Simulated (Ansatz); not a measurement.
## Lattice dynamics of Ca(100) slab, 3 layers

Task: relax Ca(100) slab, 3 layers, then find its harmonic phonons.

Program: Ansatz 0.2.0. Level of theory: DFT PBE, scalar-relativistic, plane waves, PAW; PAW set soft_1. Results are calculated unless marked as measured.

## (1) Set-up

The cell holds 3 atoms: 3 Ca. Cell: a = 3.889 Å, b = 3.889 Å, c = 18.500 Å, α = 90.0°, β = 90.0°, γ = 90.0°. Vacuum lies along c.

## (2) Relaxation

Harmonic phonons are second derivatives at a point where the forces vanish, and they are wanted at zero stress, so atoms and cell are relaxed first.

The program solves this slab on a cell height of its own, 34.8 Å, in place of the one typed.

Input file input.yaml:

```yaml
crystal:
  lattice:
    - [2.75, 2.75, 0.0]
    - [-2.75, 2.75, 0.0]
    - [0.0, 0.0, 18.5]
  atoms:
    - { symbol: Ca, position: [0.0, 0.0, 0.351351] }
    - { symbol: Ca, position: [0.5, 0.5, 0.5] }
    - { symbol: Ca, position: [0.0, 0.0, 0.648649] }
  periodic: [true, true, false]
kpoints:
  mp_grid: { grid: [12, 12, 1] }
hamiltonian:
  xc: pbe
  pseudopotentials: { kind: paw, azcp: { folder: soft_1 } }
scf:
  occupations: { method: gaussian, width: 0.1 }
output:
  forces: true
  stress: true
  eigenvalues: true
  write_density: true
  write_potential: true
  elf: true
  volumetric_format: npy
relax:
  adjacent_minimum: "off"
  f_tol: 0.005
  max_steps: 80
  cell: { stress_2d_tol: 0.02 }
```

Run with:

```sh
$ ansatz run input.yaml --threads 4 --pin off --max-ram 16384MiB --backend cpu --events-out ev --progress --plain --runs-dir out
```

Numbers of over 12 decimals in the logs are rounded to 6 here.

Output:

```text
Warning: crystal.periodic: the lattice vector that does not repeat stood 0.000° off the slab's normal, 18.500 Å along it as the deck builds it. The run solves the slab on a vector along the normal, 34.800 Å long, with every atom where it was (on the deck's vector they left 13.00 Å outside them, and the widest stretch free of ions among them is 2.75 Å). A fractional position that the run reports is one of the run's ce [...]
crystal.periodic: the lattice vector that does not repeat stood 0.000° off the slab's normal, 18.500 Å along it as the deck builds it. The run solves the slab on a vector along the normal, 34.800 Å long, with every atom where it was (on the deck's vector they left 13.00 Å outside them, and the widest stretch free of ions among them is 2.75 Å). A fractional position that the run reports is one of the run's cell, which [...]
Engine: ansatz 0.2.0, aarch64-unknown-linux-gnu
Pseudopotentials: kind: paw
Pseudopotential: Ca, paw, valence charge 10, recommended cutoff 420 eV (normal), soft_1/Ca.paw.azcp
Functional definition: PBE
  parameter kappa = 0.804
  parameter beta = 0.066725
  exchange = pbe_x(kappa = kappa, mu = beta*pi^2/3)
  correlation = pbe_c(beta = beta)
Crystal: 3 atoms, lattice volume = 526.350 Å³
Basis set: ecut = 420 eV, 10389 PW (Γ), exchange–correlation on 54×54×480 points (8 copies of the dense FFT grid, shifted against one another)
Bands: 19, of which v1, the nominal top of the filled ones, is band 15 counted from 1 (14 counted from 0)
Symmetry: 16 space group operations
Space group: P4/mmm (ITA 123), of the structure as read, at distance tolerance 8.1e-5 Å
k-points: 28 of 144
Non-local potential: Ca, projectors of the file, l = 0: 3, l = 1: 2, l = 2: 2
PAW form: soft (Blöchl's): semilocal exchange-correlation on the pseudo side does not see the compensation charge
PAW one-centre angular grid: Ca, 110 points (default); XC on 64 Gauss nodes
Initial density: superposition of atomic densities (neutral atoms: chi_scale 0, normalization atom)
Initial wavefunctions: pseudopotential atomic-orbital guess
Functional: x = pbe(κ = 0.804, μ = 0.219515), c = pbe(β = 0.066725)
SCF iter   1: F=—  HF=-5450.523790 eV  |F-HF|=—  |Δ(HF+E_count)|=         —  Δρ=8.09e-3  dr2=6.08e0  ethr=3.10e-3  ⟨swp⟩=18.4  Hψ=5919  notcnv=0
preconditioner: auto → LDOS  [metal: Δε(μ)=0.006 eV  Ē_g=2.134 eV  σ=0.100 eV  W_gap=0.04  n_scr=38 (ndim 8)  ℏωp=4.0 eV  f_vac=0.676  D(μ)=4.19/eV (n_scr^D=12)  β→1.0]
SCF iter   2: F=—  HF=-5449.886810 eV  |F-HF|=—  |Δ(HF+E_count)|=   6.37e-1  Δρ=5.30e-3  dr2=1.70e0  ethr=3.10e-3  ⟨swp⟩=4.1  Hψ=1432  notcnv=0
SCF iter   3: F=—  HF=-5449.747870 eV  |F-HF|=—  |Δ(HF+E_count)|=   1.39e-1  Δρ=1.97e-3  dr2=2.01e-1  ethr=3.10e-3  ⟨swp⟩=3.0  Hψ=1136  notcnv=0
SCF iter   4: F=—  HF=-5449.725781 eV  |F-HF|=—  |Δ(HF+E_count)|=   2.21e-2  Δρ=5.17e-4  dr2=8.35e-3  ethr=6.71e-4  ⟨swp⟩=2.2  Hψ=885  notcnv=0
SCF iter   5: F=—  HF=-5449.725511 eV  |F-HF|=—  |Δ(HF+E_count)|=   2.69e-4  Δρ=1.80e-4  dr2=1.56e-3  ethr=2.78e-5  ⟨swp⟩=2.3  Hψ=627  notcnv=0
SCF iter   6: F=—  HF=-5449.725394 eV  |F-HF|=—  |Δ(HF+E_count)|=   1.17e-4  Δρ=5.73e-5  dr2=9.56e-5  ethr=5.21e-6  ⟨swp⟩=2.0  Hψ=613  notcnv=0
SCF iter   7: F=—  HF=-5449.725197 eV  |F-HF|=—  |Δ(HF+E_count)|=   1.97e-4  Δρ=1.33e-5  dr2=9.12e-6  ethr=3.19e-7  ⟨swp⟩=2.5  Hψ=854  notcnv=0
SCF iter   8: F=—  HF=-5449.725197 eV  |F-HF|=—  |Δ(HF+E_count)|=   8.58e-7  Δρ=3.12e-6  dr2=1.79e-7  ethr=3.04e-8  ⟨swp⟩=2.1  Hψ=658  notcnv=0
SCF iter   9: F=-5449.725197 eV  HF=-5449.725197 eV  |F-HF|=1.97e-10  |Δ(HF+E_count)|=   5.70e-8  Δρ=8.05e-7  dr2=1.19e-8  ethr=3.33e-10  ⟨swp⟩=17.8  Hψ=5452  notcnv=0
SCF 1 converged in 9 iterations: F = -5449.725197 eV  dr2 = 1.19e-8
  greatest PAW one-centre occupation: 0.996 electrons in one spin orbital (limit 2), on the Ca atom at site 2 (counted from 0), in its partial waves of l = 0
relax step   1: F+E_penalty+E_count = -5449.72519659 eV  Δ(F+E_penalty+E_count) = +0.000e0 eV  max|allowed force component| = 5.710e-2 eV/Å  Δτ_max = 0.0000 Å  P = -0.597 N/m  Ω = 526.350 Å³  fix = [c, alpha, beta]  reactions: c +0.000 N/m  (9 SCF iters, dr2 threshold 1.00e-7 eV, accepted)
Crystal: 3 atoms, lattice volume = 522.065 Å³
Basis set: ecut = 420 eV, 10285 PW (Γ), exchange–correlation on 54×54×480 points (8 copies of the dense FFT grid, shifted against one another)
Initial density: handed on by an earlier stage of this run
Initial wavefunctions: those handed on with the density
iter 1 solved again at ethr=2.06e-5 eV; its pass at ethr=3.10e-3 eV (dr2=6.18e-3 eV) is discarded
SCF iter   1: F=—  HF=-5449.731544 eV  |F-HF|=—  |Δ(HF+E_count)|=         —  Δρ=2.98e-4  dr2=7.21e-3  ethr=2.06e-5  ⟨swp⟩=2.8  Hψ=4346  notcnv=0
preconditioner: auto → LDOS  [metal: Δε(μ)=0.020 eV  Ē_g=1.958 eV  σ=0.100 eV  W_gap=0.11  n_scr=38 (ndim 8)  ℏωp=4.0 eV  f_vac=0.684  D(μ)=3.67/eV (n_scr^D=12)  β→1.0]
SCF iter   2: F=—  HF=-5449.730983 eV  |F-HF|=—  |Δ(HF+E_count)|=   5.61e-4  Δρ=2.04e-4  dr2=1.60e-3  ethr=2.06e-5  ⟨swp⟩=2.6  Hψ=825  notcnv=0
SCF iter   3: F=—  HF=-5449.730832 eV  |F-HF|=—  |Δ(HF+E_count)|=   1.51e-4  Δρ=6.71e-5  dr2=9.08e-5  ethr=5.34e-6  ⟨swp⟩=2.2  Hψ=857  notcnv=0
SCF iter   4: F=—  HF=-5449.730639 eV  |F-HF|=—  |Δ(HF+E_count)|=   1.93e-4  Δρ=1.99e-5  dr2=5.15e-6  ethr=3.03e-7  ⟨swp⟩=2.3  Hψ=871  notcnv=0
SCF iter   5: F=-5449.730640 eV  HF=-5449.730640 eV  |F-HF|=1.56e-8  |Δ(HF+E_count)|=   9.54e-7  Δρ=4.47e-6  dr2=2.13e-7  ethr=1.00e-9  ⟨swp⟩=16.0  Hψ=5855  notcnv=0
SCF 2 converged in 5 iterations: F = -5449.730640 eV  dr2 = 2.13e-7
relax step   2: F+E_penalty+E_count = -5449.73063974 eV  Δ(F+E_penalty+E_count) = -5.443e-3 eV  max|allowed force component| = 2.682e-2 eV/Å  Δτ_max = 0.0180 Å  P = -0.420 N/m  Ω = 522.065 Å³  energy of the carried Pulay correction = +1.821e-5 eV  fix = [c, alpha, beta]  reactions: c +0.000 N/m  (5 SCF iters, dr2 threshold 3.00e-7 eV, accepted)
Crystal: 3 atoms, lattice volume = 514.347 Å³
Basis set: ecut = 420 eV, 10109 PW (Γ), exchange–correlation on 54×54×480 points (8 copies of the dense FFT grid, shifted against one another)
iter 1 solved again at ethr=3.05e-5 eV; its pass at ethr=3.10e-3 eV (dr2=9.14e-3 eV) is discarded
SCF iter   1: F=—  HF=-5449.735984 eV  |F-HF|=—  |Δ(HF+E_count)|=         —  Δρ=3.34e-4  dr2=1.01e-2  ethr=3.05e-5  ⟨swp⟩=2.6  Hψ=4370  notcnv=0
preconditioner: auto → LDOS  [metal: Δε(μ)=0.009 eV  Ē_g=1.967 eV  σ=0.100 eV  W_gap=0.05  n_scr=38 (ndim 8)  ℏωp=4.0 eV  f_vac=0.687  D(μ)=3.72/eV (n_scr^D=12)  β→1.0]
SCF iter   2: F=—  HF=-5449.735157 eV  |F-HF|=—  |Δ(HF+E_count)|=   8.27e-4  Δρ=2.33e-4  dr2=2.23e-3  ethr=3.05e-5  ⟨swp⟩=2.1  Hψ=614  notcnv=0
SCF iter   3: F=—  HF=-5449.734955 eV  |F-HF|=—  |Δ(HF+E_count)|=   2.02e-4  Δρ=8.33e-5  dr2=1.41e-4  ethr=7.42e-6  ⟨swp⟩=2.3  Hψ=873  notcnv=0
SCF iter   4: F=—  HF=-5449.734765 eV  |F-HF|=—  |Δ(HF+E_count)|=   1.89e-4  Δρ=2.47e-5  dr2=5.69e-6  ethr=4.69e-7  ⟨swp⟩=2.5  Hψ=881  notcnv=0
SCF iter   5: F=—  HF=-5449.734767 eV  |F-HF|=—  |Δ(HF+E_count)|=   1.30e-6  Δρ=5.56e-6  dr2=2.61e-7  ethr=1.90e-8  ⟨swp⟩=2.5  Hψ=903  notcnv=0
SCF iter   6: F=-5449.734767 eV  HF=-5449.734767 eV  |F-HF|=1.81e-8  |Δ(HF+E_count)|=   8.64e-8  Δρ=1.48e-6  dr2=1.97e-8  ethr=6.12e-10  ⟨swp⟩=17.2  Hψ=5071  notcnv=0
SCF 3 converged in 6 iterations: F = -5449.734767 eV  dr2 = 1.97e-8
relax step   3: F+E_penalty+E_count = -5449.73476684 eV  Δ(F+E_penalty+E_count) = -4.127e-3 eV  max|allowed force component| = 1.222e-2 eV/Å  Δτ_max = 0.0156 Å  P = -0.135 N/m  Ω = 514.347 Å³  energy of the carried Pulay correction = +5.137e-5 eV  fix = [c, alpha, beta]  reactions: c +0.000 N/m  (6 SCF iters, dr2 threshold 1.84e-7 eV, accepted)
[...]
relax step   4: F+E_penalty+E_count = -5449.73582785 eV  Δ(F+E_penalty+E_count) = -1.061e-3 eV  max|allowed force component| = 9.825e-3 eV/Å  Δτ_max = 0.0151 Å  P = -0.018 N/m  Ω = 509.229 Å³  energy of the carried Pulay correction = +7.363e-5 eV  fix = [c, alpha, beta]  reactions: c +0.000 N/m  (6 SCF iters, dr2 threshold 1.88e-8 eV, accepted)
[...]
relax step   5: F+E_penalty+E_count = -5449.73598562 eV  Δ(F+E_penalty+E_count) = -1.578e-4 eV  max|allowed force component| = 8.324e-5 eV/Å  Δτ_max = 0.0119 Å  P = -0.009 N/m  Ω = 507.837 Å³  energy of the carried Pulay correction = +7.973e-5 eV  fix = [c, alpha, beta]  reactions: c +0.000 N/m  (6 SCF iters, dr2 threshold 6.03e-9 eV, accepted)
Initial wavefunctions: pseudopotential atomic-orbital guess (no wavefunctions were taken with the density)
iter 1 solved again at ethr=5.30e-6 eV; its pass at ethr=3.10e-3 eV (dr2=1.59e-3 eV) is discarded
SCF iter   1: F=—  HF=-5449.736089 eV  |F-HF|=—  |Δ(HF+E_count)|=         —  Δρ=9.40e-6  dr2=1.20e-7  ethr=5.30e-6  ⟨swp⟩=4.1  Hψ=6638  notcnv=0
eigensolver tolerance schedule: the retry pair's looser diagonalisation over-reported the residual by 13254.97 of it (diagonalisation noise at an unbounded share of the residual, at the tolerance the schedule requests for it); recorded, not acted on — ethr = c·dr2/N_el stays at c = 1.0e-1
preconditioner: auto → LDOS  [metal: Δε(μ)=0.016 eV  Ē_g=1.966 eV  σ=0.100 eV  W_gap=0.09  n_scr=38 (ndim 8)  ℏωp=4.0 eV  f_vac=0.684  D(μ)=3.62/eV (n_scr^D=12)  β→1.0]
SCF iter   2: F=—  HF=-5449.735913 eV  |F-HF|=—  |Δ(HF+E_count)|=   1.76e-4  Δρ=4.65e-6  dr2=1.74e-7  ethr=4.00e-10  ⟨swp⟩=5.4  Hψ=1888  notcnv=0
SCF iter   3: F=—  HF=-5449.735913 eV  |F-HF|=—  |Δ(HF+E_count)|=   2.69e-8  Δρ=1.53e-6  dr2=7.09e-9  ethr=4.00e-10  ⟨swp⟩=2.0  Hψ=831  notcnv=0
SCF iter   4: F=—  HF=-5449.735913 eV  |F-HF|=—  |Δ(HF+E_count)|=  7.55e-11  Δρ=4.89e-7  dr2=2.81e-9  ethr=2.36e-11  ⟨swp⟩=2.0  Hψ=939  notcnv=0
SCF iter   5: F=—  HF=-5449.735913 eV  |F-HF|=—  |Δ(HF+E_count)|=  6.40e-10  Δρ=1.39e-7  dr2=1.54e-10  ethr=9.37e-12  ⟨swp⟩=2.0  Hψ=875  notcnv=0
SCF iter   6: F=—  HF=-5449.735913 eV  |F-HF|=—  |Δ(HF+E_count)|=  1.75e-10  Δρ=3.40e-8  dr2=1.37e-11  ethr=1.00e-12  ⟨swp⟩=2.2  Hψ=876  notcnv=0
SCF iter   7: F=—  HF=-5449.735913 eV  |F-HF|=—  |Δ(HF+E_count)|=  5.73e-11  Δρ=1.51e-8  dr2=2.07e-12  ethr=1.00e-12  ⟨swp⟩=1.0  Hψ=532  notcnv=0
SCF iter   8: F=-5449.735913 eV  HF=-5449.735913 eV  |F-HF|=4.00e-11  |Δ(HF+E_count)|=  1.82e-11  Δρ=2.05e-9  dr2=3.42e-14  ethr=1.00e-12  ⟨swp⟩=9.0  Hψ=3025  notcnv=0
SCF 6 converged in 8 iterations: F = -5449.735913 eV  dr2 = 3.42e-14
relax step   6: F+E_penalty+E_count = -5449.73591290 eV  Δ(F+E_penalty+E_count) = +7.272e-5 eV  max|allowed force component| = 5.769e-5 eV/Å  Δτ_max = 0.0000 Å  P = -0.010 N/m  Ω = 507.837 Å³  fix = [c, alpha, beta]  reactions: c +0.000 N/m  stress off target by 9.64e-3 N/m on what of the cell is left free  SCF on the basis re-selected at this cell (its energy is not comparable with the rows above)  (8 SCF iters)
basis re-selected at this cell: Δ(F+E_penalty+E_count) = +7.272e-5 eV, ΔP = -0.000 N/m vs the last step (what re-selecting the basis moved, of the pressure what is left beyond the Pulay correction that the steps carried, after the strain that the cell walked since its last selection, with what the two solves' SCF thresholds leave and, on support functions, any second-order correction that the steps lacked; it is no m [...]
SCF converged after 8 iterations
Free energy (F): -5449.735913 eV
Harris-Foulkes:  -5449.735913 eV  (|F-HF|=4.00e-11)
Internal energy: -5449.717830 eV  (E = F + TS)
E sigma→0 (E₀):  -5449.726871 eV
Entropy (-TS):   -0.018083 eV (-6.028 meV/atom)
Fermi energy:    -2.719212 eV
--- Per-component energies (eV) ---
  E_band       = -761.490289
  E_kinetic    = 754.044469
  E_local      = -36369.214289  (includes V_loc(G=0)·N_el)
  E_nonlocal   = 270.873554
  E_hartree    = 17634.587475
  E_xc         = -378.772873
  E_vxc        = -469.744693  (∫ρ·V_xc dr)
  E_paw        = -2595.763590  (= ΣΔE_a)
  E_vpaw       = -216.624280  (= ΣTr[D̂ρ^β])
  E_aug_tail   = -0.000016  (compensation charges beyond the density's cutoff)
  E_ewald      = 15234.527439
  E_smearing   = -0.018083  (= −TS)
  E_closure    = -0.000000  (closes the sum)
  Σ components = -5449.735913   (vs F -5449.735913, Δ=0.00e0)
--- Forces (eV/Å), atoms counted from 1 ---
  atom   1  Ca    -0.00000000     0.00000000    -0.00005769
  atom   2  Ca    -0.00000000    -0.00000000     0.00000000
  atom   3  Ca    -0.00000000     0.00000000     0.00005769
  max |Σ_I F_I| component: 1.91e-24 eV/Å
--- 2D stress c σ (N/m, compression-positive) ---
       -0.009643       0.000000       0.000000
        0.000000      -0.009643       0.000000
        0.000000       0.000000       0.000000
  P = ½ c Tr σ = -0.0096 N/m
--- Band table (eV; the first three rows and the last of 28) ---
  k-point 0: bands = [... 11 lower, -25.4669, -6.4899, -5.5079, -4.1237, -2.4262, -2.1801, -2.0937, -1.7192]
  k-point 1: bands = [... 11 lower, -25.4664, -6.4081, -5.4297, -4.0511, -2.3953, -2.1460, -2.0831, -1.7149]
  k-point 2: bands = [... 11 lower, -25.4650, -6.1670, -5.2010, -3.8408, -2.3132, -2.1562, -1.9866, -1.7332]
  k-point 27: bands = [... 11 lower, -25.5050, -3.0019, -2.9454, -2.6389, -2.2002, -2.2002, -1.9784, -1.9784]
--- Relaxed structure (5 steps of the walk, 5 accepted, 1 SCFs on fresh bases) ---
  F+E_penalty+E_count = -5449.73591290 eV   max|allowed force component| = 5.769e-5 eV/Å   (the final SCF, on the basis selected at the relaxed cell)
  cell:  # Å, volume = 507.8375 Å³
    - [2.701205, 2.701205, 0.0]
    - [-2.701205, 2.701205, 0.0]
    - [0.0, 0.0, 34.800026]
  atoms:
    - { symbol: Ca, position: [0, 0, 0.186969] }
    - { symbol: Ca, position: [0.5, 0.5, 0.265804] }
    - { symbol: Ca, position: [0, 0, 0.344639] }
```

Run time: 36 s. Hardware: 4 threads of Arm Neoverse V1, shared host; peak memory 0.83 GiB; 2.1 min of CPU time.

Relaxation path:

```
step  energy less that of the first step (eV)  largest force component (eV/Å)  volume (Å³)
   1                                   0.0000                          0.0571       526.35
   2                                  -0.0054                          0.0268       522.06
   3                                  -0.0096                          0.0122       514.35
   4                                  -0.0106                          0.0098       509.23
   5                                  -0.0108                          0.0001       507.84
  6*                                  -0.0107                          0.0001       507.84
```

Relaxation steps marked * repeat the geometry before them on a plane-wave basis chosen anew for their cell, so energy and pressure can jump there.

The run keeps the 16 symmetry operations that it works with, so distortions that break them were not tested.

```
cell as run  before  after  change
      a (Å)   3.889  3.820  -1.8 %
      b (Å)   3.889  3.820  -1.8 %
```

Final coordinates:

```xyz
3
Lattice="2.7012 2.7012 0.0000 -2.7012 2.7012 0.0000 0.0000 0.0000 34.8000" Properties=species:S:1:pos:R:3
Ca    0.0000    0.0000    6.5065
Ca    0.0000    2.7012    9.2500
Ca    0.0000    0.0000   11.9935
```

This step gave:

| Item | Value |
| --- | --- |
| gap on the k-mesh | 0 eV |
| area per atom | 4.864 Å² |

Electrostatic potential energy in the ac plane at fractional y = 0.000, with atoms of Ca within 0.2 Å of it. With pseudopotentials it is smooth inside the atoms' cores, unlike the true potential.

Ten even steps from '_' (-28 eV) to '@' (0 eV), each cell a mean:
```
@@@@@@@@@@@@@@@@@@@@@@@@@@@@
@@@@@@@@@@@@@@@@@@@@@@@@@@@@
@@@@@@@@@@@@@@@@@@@@@@@@@@@@
@@@@@@@@@@@@@@@@@@@@@@@@@@@@
@@@@@@@@@@@@@@@@@@@@@@@@@@@@
@@@@@@@@@@@@@@@@@@@@@@@@@@@@
@@@@@@@@@@@@@@@@@@@@@@@@@@@@
@@@@@@@@@@@@@@@@@@@@@@@@@@@@
@@@@@@@@@@@@@@@@@@@@@@@@@@@@
@@@@@@@@@@@@@@@@@@@@@@@@@@@@
@@@@@@@@@@@@@@@@@@@@@@@@@@@@
@@@@@@@@@@@@@@@@@@@@@@@@@@@@
@@@@@@@@@@@@@@@@@@@@@@@@@@@@
@@@@@@@@@@@@@@@@@@@@@@@@@@@@
%%%%%%%%@@@@@@@@@@@@@@%%%%%%
____..==##%%@@@@%%%%**::____
++**##%%%%@@@@@@@@@@%%##****
@@@@@@@@@@@@@@@@@@@@@@@@@@@@
####%%%%@@@@@@@@@@@@@@%%####
______--**%%@@@@%%%%**::____
####%%%%@@@@@@@@@@@@@@%%%%##
@@@@@@@@@@@@@@@@@@@@@@@@@@@@
@@@@@@@@@@@@@@@@@@@@@@@@@@@@
@@@@@@@@@@@@@@@@@@@@@@@@@@@@
```
Columns run along a (3.8 Å; values clipped at the 3rd and 97th percentile), rows up along c (34.8 Å). Atoms in or near the plane, at fractional coordinates: Ca at (0.00, 0.19), Ca at (0.00, 0.34).

ELF in the ac plane at fractional y = 0.000, with atoms of Ca within 0.2 Å of it. It is the smooth field of the valence electrons, not physical close to the nuclei.

Ten even steps from '_' (0.00) to '@' (0.83), each cell a mean:
```
____________________________
____________________________
____________________________
____________________________
____________________________
____________________________
____________________________
____________________________
____________________________
____________________________
____________________________
____________________________
____________________________
____________________________
........::--==++==::........
@@@@%%++....--++::__::**@@@@
====------==++**++==----====
%%%%%%##**++======++**##%%%%
====------==++**++==----====
@@@@@@++....--==::__::##@@@@
::........--==++==::......::
____....................____
____________________________
____________________________
```
Columns run along a (3.8 Å), rows up along c (34.8 Å). Atoms in or near the plane, at fractional coordinates: Ca at (0.00, 0.19), Ca at (0.00, 0.34).

Valence density in the ac plane at fractional y = 0.000, with atoms of Ca within 0.2 Å of it. It is the smooth field of the valence electrons, not physical close to the nuclei.

Values in e/Å³, 24 rows by 14 columns, each cell a mean:
```
0.0 0.0 0.0 0.0 0.0 0.0 0.0 0.0 0.0 0.0 0.0 0.0 0.0 0.0
0.0 0.0 0.0 0.0 0.0 0.0 0.0 0.0 0.0 0.0 0.0 0.0 0.0 0.0
0.0 0.0 0.0 0.0 0.0 0.0 0.0 0.0 0.0 0.0 0.0 0.0 0.0 0.0
0.0 0.0 0.0 0.0 0.0 0.0 0.0 0.0 0.0 0.0 0.0 0.0 0.0 0.0
0.0 0.0 0.0 0.0 0.0 0.0 0.0 0.0 0.0 0.0 0.0 0.0 0.0 0.0
0.0 0.0 0.0 0.0 0.0 0.0 0.0 0.0 0.0 0.0 0.0 0.0 0.0 0.0
0.0 0.0 0.0 0.0 0.0 0.0 0.0 0.0 0.0 0.0 0.0 0.0 0.0 0.0
0.0 0.0 0.0 0.0 0.0 0.0 0.0 0.0 0.0 0.0 0.0 0.0 0.0 0.0
0.0 0.0 0.0 0.0 0.0 0.0 0.0 0.0 0.0 0.0 0.0 0.0 0.0 0.0
0.0 0.0 0.0 0.0 0.0 0.0 0.0 0.0 0.0 0.0 0.0 0.0 0.0 0.0
0.0 0.0 0.0 0.0 0.0 0.0 0.0 0.0 0.0 0.0 0.0 0.0 0.0 0.0
0.0 0.0 0.0 0.0 0.0 0.0 0.0 0.0 0.0 0.0 0.0 0.0 0.0 0.0
0.0 0.0 0.0 0.0 0.0 0.0 0.0 0.0 0.0 0.0 0.0 0.0 0.0 0.0
0.0 0.0 0.0 0.0 0.0 0.0 0.0 0.0 0.0 0.0 0.0 0.0 0.0 0.0
0.1 0.1 0.0 0.0 0.0 0.0 0.0 0.0 0.0 0.0 0.0 0.0 0.0 0.1
4.4 3.6 1.7 0.5 0.1 0.1 0.1 0.1 0.1 0.1 0.2 0.8 2.3 3.9
0.6 0.5 0.3 0.1 0.1 0.1 0.1 0.1 0.1 0.1 0.1 0.1 0.3 0.5
0.1 0.1 0.1 0.1 0.1 0.1 0.1 0.1 0.1 0.1 0.1 0.1 0.1 0.1
0.3 0.3 0.2 0.1 0.1 0.1 0.1 0.1 0.1 0.1 0.1 0.1 0.2 0.3
4.7 3.7 1.8 0.6 0.2 0.1 0.1 0.1 0.1 0.1 0.2 0.8 2.5 4.1
0.1 0.1 0.1 0.0 0.0 0.0 0.0 0.0 0.0 0.0 0.0 0.0 0.1 0.1
0.0 0.0 0.0 0.0 0.0 0.0 0.0 0.0 0.0 0.0 0.0 0.0 0.0 0.0
0.0 0.0 0.0 0.0 0.0 0.0 0.0 0.0 0.0 0.0 0.0 0.0 0.0 0.0
0.0 0.0 0.0 0.0 0.0 0.0 0.0 0.0 0.0 0.0 0.0 0.0 0.0 0.0
```
Columns run along a (3.8 Å), rows up along c (34.8 Å). Atoms in or near the plane, at fractional coordinates: Ca at (0.00, 0.19), Ca at (0.00, 0.34).

[end of part 1 of 3]

[Logs are printed without paths, hosts, clocks, repeated set-up lines and the standing remarks that a program may print on its own settings, such as how far it seeks lower states.]

[Hosts, paths, dates, database ids (printed as entryN), source tags and the programs' standing remarks are cut or masked in the printed files.]
